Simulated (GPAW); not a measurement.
# C in GPAW: the effect of functional

The system is C.

```
C
1.0
     2.12732   -1.22828    0.00000
     2.12732    1.22828    0.00000
    -1.37907    0.00000    3.50283
C
2
Cartesian
  -0.6699 0.0000 3.5025
  3.5455 0.0000 0.0003
```

This is a stacking variant of graphite.

Alike in all runs:

```yaml
Program: GPAW 26.7.0
Task: band structure
Cutoff: 800 eV
Basis: pw
k_mesh: 13 × 13 × 8
Occupations: fermi-dirac, width 0.05 eV
Spin: no spin polarisation
```

```csv
functional,potentials or basis,pressure (GPa)
LDA,the program's PAW data sets (release 1.2.1) made for this functional,-4.3
PBE,GPAW PAW data sets (gpaw-data 1.2.1),3.7
PBEsol,PAW data sets generated in the run's folder for this functional,?
```

Task: What does the run with functional PBEsol give?

Result: Pressure 0.7 GPa.

Caveats: this functional lacks dispersion, which binds the layers, so the pressure and a relaxed spacing across them are unreliable (some runs).
